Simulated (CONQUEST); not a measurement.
# Ge (P-1) in CONQUEST: convergence with smearing width

Aim: find how far smearing width must go before the results for Ge settle, at LDA. This setting moves, with any that are tied to it; all else stays.

Everything below comes from runs of CONQUEST 1.3. Logs are shortened: lines on timing, memory, paths and dates and some standing lists are left out, and cuts for length are marked.

## 1. The cell of the first run

The typed cell holds 4 atoms: a = 2.795 Å, b = 5.149 Å, c = 5.149 Å, α = 90.00°, β = 90.00°, γ = 90.00°.

This isn't the form of Ge at room conditions, which is diamond.

The cell isn't the ideal one: atoms moved at random.

## 2. With smearing width 0.4 eV

Conquest_input

```
IO.Title Ge
IO.Coordinates coords.dat
IO.FractionalAtomicCoords T
IO.Iprint 2
IO.Iprint_init 1
General.NumberOfSpecies 1
General.PseudopotentialType hamann
AtomMove.TypeOfRun static
AtomMove.FullStress T
Grid.GridCutoff 120
DM.SolutionMethod diagon
Diag.MPMesh T
Diag.GammaCentred T
Diag.MPMeshX 9
Diag.MPMeshY 5
Diag.MPMeshZ 5
Diag.kT 0.01469973
minE.SCTolerance 1e-6
Diag.SmearingType 1
Diag.MPOrder 1
SC.MaxIters 100
IO.AtomChargeOutput T
%block ChemicalSpeciesLabel
1 72.610 Ge
%endblock
```

coords.dat

```
    5.2814543567     0.0000000000     0.0000000000
    0.0000000000     9.7301609591     0.0000000000
    0.0000000000     0.0000000000     9.7301609591
4
  0.0009095000   0.5027945000   0.4997675000 1 T T T
  0.5009095000   0.0027945000   0.9997675000 1 T T T
  0.2475440000   0.5020260000   0.0008110000 1 T T T
  0.7475440000   0.0020260000   0.5008110000 1 T T T
```

Potentials or basis: PseudoDojo NC LDA, SZP, grid cutoff 120 Ha.

Command:

```bash
OMP_NUM_THREADS=1 Conquest
```

Wall time 19 s (1 thread of AMD EPYC 9B45 (Zen 5), shared host); peak memory 0.54 GiB.

Results:

```
Free energy            : -9709.9979 eV
Pressure               : 1.9 GPa
Largest force          : 0.040 eV/Å
Band gap on the k mesh : none (metal or under the smearing width)
```

## 3. With smearing width 0.3 eV

Edit Conquest_input of step 2 so:

```diff
@@ -16,3 +16,3 @@
 Diag.MPMeshZ 5
-Diag.kT 0.01469973
+Diag.kT 0.01102480
 minE.SCTolerance 1e-6
```

coords.dat is that of step 2.

Potentials or basis: PseudoDojo NC LDA, SZP, grid cutoff 120 Ha.

Command:

```bash
OMP_NUM_THREADS=1 Conquest
```

Run time: 19 s. Hardware: 1 thread of AMD EPYC 9B45 (Zen 5), shared host; peak memory 0.54 GiB.

Results (log left out):

| Quantity | Value |
| --- | --- |
| Free energy | -9709.9987 eV |
| Pressure | 1.9 GPa |
| Largest force | 0.039 eV/Å |
| Band gap on the k mesh | none (metal or under the smearing width) |

## 4. With smearing width 0.2 eV

Edit Conquest_input of step 3 so:

```diff
@@ -16,3 +16,3 @@
 Diag.MPMeshZ 5
-Diag.kT 0.01102480
+Diag.kT 0.00734986
 minE.SCTolerance 1e-6
```

coords.dat is that of step 3.

Command:

```bash
OMP_NUM_THREADS=1 Conquest
```

It took 19 s on 1 thread of AMD EPYC 9B45 (Zen 5), shared host; peak memory 0.54 GiB.

Results (log left out):

```
Free energy            : -9709.9983 eV
Pressure               : 1.8 GPa
Largest force          : 0.040 eV/Å
Band gap on the k mesh : none (metal or under the smearing width)
```

## 5. With smearing width 0.1 eV

Edit Conquest_input of step 4 so:

```diff
@@ -16,3 +16,3 @@
 Diag.MPMeshZ 5
-Diag.kT 0.00734986
+Diag.kT 0.00367493
 minE.SCTolerance 1e-6
```

coords.dat is that of step 4.

Command:

```bash
OMP_NUM_THREADS=1 Conquest
```

Wall time 19 s (1 thread of AMD EPYC 9B45 (Zen 5), shared host); peak memory 0.54 GiB.

The run converged. Its results:

| Quantity | Value |
| --- | --- |
| Free energy | -9709.9970 eV |
| Pressure | 1.8 GPa |
| Largest force | 0.041 eV/Å |
| Band gap on the k mesh | none (metal or under the smearing width) |

## 6. With smearing width 0.05 eV

Edit Conquest_input of step 5 so:

```diff
@@ -16,3 +16,3 @@
 Diag.MPMeshZ 5
-Diag.kT 0.00367493
+Diag.kT 0.00183747
 minE.SCTolerance 1e-6
```

coords.dat is that of step 5.

Potentials or basis: PseudoDojo NC LDA, SZP, grid cutoff 120 Ha.

Command:

```bash
OMP_NUM_THREADS=1 Conquest
```

Run time: 19 s. Hardware: 1 thread of AMD EPYC 9B45 (Zen 5), shared host; peak memory 0.54 GiB.

Results (log left out):

```yaml
Free_energy: -9709.9960 eV
Pressure: 1.7 GPa
Largest_force: 0.038 eV/Å
Band_gap_on_the_k_mesh: none (metal or under the smearing width)
```

## 7. With smearing width 0.025 eV

Edit Conquest_input of step 6 so:

```diff
@@ -16,3 +16,3 @@
 Diag.MPMeshZ 5
-Diag.kT 0.00183747
+Diag.kT 0.00091873
 minE.SCTolerance 1e-6
```

coords.dat is that of step 6.

Command:

```bash
OMP_NUM_THREADS=1 Conquest
```

Wall time 19 s (1 thread of AMD EPYC 9B45 (Zen 5), shared host); peak memory 0.54 GiB.

The run converged. Its results:

```yaml
Free_energy: -9709.9956 eV
Pressure: 1.7 GPa
Largest_force: 0.035 eV/Å
Band_gap_on_the_k_mesh: none (metal or under the smearing width)
```

## 8. With smearing width 0.01 eV

Edit Conquest_input of step 7 so:

```diff
@@ -16,3 +16,3 @@
 Diag.MPMeshZ 5
-Diag.kT 0.00091873
+Diag.kT 0.00036749
 minE.SCTolerance 1e-6
```

coords.dat is that of step 7.

Command:

```bash
OMP_NUM_THREADS=1 Conquest
```

It took 21 s on 1 thread of AMD EPYC 9B45 (Zen 5), shared host; peak memory 0.54 GiB.

It converged, with:

```
Free energy            : -9709.9955 eV
Pressure               : 1.7 GPa
Largest force          : 0.035 eV/Å
Band gap on the k mesh : none (metal or under the smearing width)
```

## 9. With smearing width 0.005 eV

Edit Conquest_input of step 8 so:

```diff
@@ -16,3 +16,3 @@
 Diag.MPMeshZ 5
-Diag.kT 0.00036749
+Diag.kT 0.00018375
 minE.SCTolerance 1e-6
```

coords.dat is that of step 8.

Potentials or basis: PseudoDojo NC LDA, SZP, grid cutoff 120 Ha.

Command:

```bash
OMP_NUM_THREADS=1 Conquest
```

The log of the run:

```text
Simulation cell dimensions:     5.2815 a0 x     9.7302 a0 x     9.7302 a0

      Atomic coordinates (a0)
         Atom         X         Y         Z  Species
            1    0.0048    4.8923    4.8628        1
            2    2.6455    0.0272    9.7279        1
            3    1.3074    4.8848    0.0079        1
            4    3.9481    0.0197    4.8730        1

         Monkhorst-Pack mesh:   9 x   5 x   5 gamma-centred
        This calculation includes non-local pseudopotentials,
         with a maximum core radius of      7.01066423

    Job title: Ge
    Job to be run: static calculation

    Ground state search:
      Support functions represented with PAO basis
      1:1 PAO to SF mapping
      Non-spin-polarised electrons
      Solving for the K matrix using diagonalisation
      Using order  1 Methfessel-Paxton smearing

    Integration grid size:     32 x   48 x   48

    Integration grid spacing:  0.165 a0 x 0.203 a0 x 0.203 a0

    Number of species:  1
    --------------------------------------------------------
    |   #  mass (au)  Charge (e)  SF Rad (a0)  NSF  Label  |
    --------------------------------------------------------
    |   1     72.610      14.000        7.298   14  Ge     |
    --------------------------------------------------------
          SCF tolerance:                 0.00000100
          SCF iterations:               100

    LibXC version:  6. 2. 2
    Using the LDA functional Slater exchange
    Using the LDA functional Perdew & Wang

           radial cut-off to be used is taken to be max PAO cut-off radius for this species:    7.010664

           greatest ang. mom. for making density from PAOs:  2
    Minimum blocs/proc is     1152. Maximum blocs/proc is     1152
    set_atom_dens: In set_atomic_density, electrons :      56.000000000000
 matrix_size & matrix_size_padH =           56          56

    Screened ion int: energy:    -281.061127769000 Ha

    new_SC_potl: Starting.  Tolerance:  0.10000E-05

    PulayMixSC: Starting Pulay mixing, A_up =  0.500 A_dn =  0.500
    PulayMixSC: Spin non-polarised calculation.
          Harris-Foulkes Energy            :      -356.849250770693288 Ha
          GroundState Energy (kT --> 0)    :      -356.849250907871010 Ha
          Free Energy (E-TS)               :      -356.849250976459871 Ha
          DFT Total Energy                 :      -356.831860558349206 Ha
          Total number of electrons        :        56.000000000000369
    PulayMixSC: Pulay iteration     1 residual:              0.12678E-02
          Harris-Foulkes Energy            :      -356.837495459437150 Ha
          GroundState Energy (kT --> 0)    :      -356.837494970882346 Ha
          Free Energy (E-TS)               :      -356.837494726604973 Ha
          DFT Total Energy                 :      -356.835275706763241 Ha
          Total number of electrons        :        56.000015594014279
    PulayMixSC: Pulay iteration     2 residual:              0.46559E-03
          Harris-Foulkes Energy            :      -356.835756126935962 Ha
          GroundState Energy (kT --> 0)    :      -356.835755687877111 Ha
          Free Energy (E-TS)               :      -356.835755468347713 Ha
          DFT Total Energy                 :      -356.835752869669193 Ha
          Total number of electrons        :        56.000026990117107
    PulayMixSC: Pulay iteration     3 residual:              0.74086E-04
          Harris-Foulkes Energy            :      -356.835753470051202 Ha
          GroundState Energy (kT --> 0)    :      -356.835753021650135 Ha
          Free Energy (E-TS)               :      -356.835752797449572 Ha
          DFT Total Energy                 :      -356.835753329402280 Ha
          Total number of electrons        :        56.000028857419530
    PulayMixSC: Pulay iteration     4 residual:              0.37844E-05
          Harris-Foulkes Energy            :      -356.835753482799532 Ha
          GroundState Energy (kT --> 0)    :      -356.835753037773713 Ha
          Free Energy (E-TS)               :      -356.835752815260776 Ha
          DFT Total Energy                 :      -356.835753480818198 Ha
          Total number of electrons        :        56.000029522660412
    PulayMixSC: Pulay iteration     5 residual:              0.48890E-06
    PulayMixSC: Reached SCF tolerance of  0.48890E-06 after      5 iterations
      | Number of electrons      =        56.000030
      |* band energy as 2Tr[K.H] =       -49.915842558614933 Ha
      |  screened ion-ion energy =      -281.061127769000223 Ha
      |  Ha correction           =         2.090860629384154 Ha
      |  XC correction           =       -27.949637889233149 Ha
      | GS Energy with kT -> 0   =      -356.835753037773713 Ha
      | Free Energy as E-TS      =      -356.835752815260776 Ha
      |* Harris-Foulkes energy   =      -356.835753482799532 Ha
      |* DFT total energy        =      -356.835753480818198 Ha
      |  estimated accuracy      =        -0.000000001981334 Ha

    force: Forces on atoms (Ha/a0)
    force:  Atom   X              Y              Z
    force:     1   0.0000726473  -0.0000282755   0.0006693033
    force:     2   0.0000726473  -0.0000282755   0.0006693033
    force:     3  -0.0000862867   0.0001740635  -0.0006356449
    force:     4  -0.0000862867   0.0001740635  -0.0006356449

    force: Maximum force :        0.00066930(Ha/a0) on atom         2 in z direction
    force: Force Residual:        0.00066927 Ha/a0
    force: Total stress:         -0.97274725    -0.35991285     0.04058210 GPa
                            -0.35991280    -1.65915751    -0.00373131
                             0.04058210    -0.00373131    -2.44971139
    force: Average pressure:      1.69387205 GPa

    force: Finished force
    get_E_and_F: Change in energy during last step of electronic optimisation: -0.12748E-07

    BIBLIOGRAPHY: Please consider citing the following references in the conquest.bib file

    CONQUEST:         Bowler2002pt, Miyazaki2004, Nakata2020
    Basis:            Bowler2019
    DM:               Bowler:2006xr
    Pseudopotentials: Hamann2013, Bowler2019
    XC references from LibXC:
      P. A. M. Dirac.,  Math. Proc. Cambridge Philos. Soc. 26, 376 (1930)
```

Run time: 24 s. Hardware: 1 thread of AMD EPYC 9B45 (Zen 5), shared host; peak memory 0.54 GiB.

What came out:

* Free energy: -9709.9955 eV
* Pressure: 1.7 GPa
* Largest force: 0.035 eV/Å
* Band gap on the k mesh: none (metal or under the smearing width)

## 10. Result

```tsv
smearing width	energy less the tightest run (meV/atom)	pressure (GPa)	largest force (eV/Å)	SCF cycles	CPU time (s)	peak memory (GiB)
0.4 eV	-0.59	1.86	0.040	5	19	0.54
0.3 eV	-0.79	1.86	0.039	5	19	0.54
0.2 eV	-0.70	1.82	0.040	5	19	0.54
0.1 eV	-0.37	1.77	0.041	5	19	0.54
0.05 eV	-0.12	1.74	0.038	5	19	0.54
0.025 eV	-0.02	1.71	0.035	5	19	0.54
0.01 eV	0.00	1.69	0.035	5	21	0.54
0.005 eV	0.00	1.69	0.035	5	24	0.54
```

Against the tightest run, the energy stays within 1 meV/atom from 0.4 eV on; the pressure stays within 0.1 GPa from 0.1 eV on; the largest force stays within 0.005 eV/Å from 0.05 eV on. Narrower smearing needs a denser k mesh, so at a fixed mesh the narrowest width isn't the most accurate. The tightest run that finished is the yardstick and may itself not be fully converged.

Caveats: the atomic basis is small; the basis of atomic orbitals isn't converged, which shifts pressures, moduli and gaps.
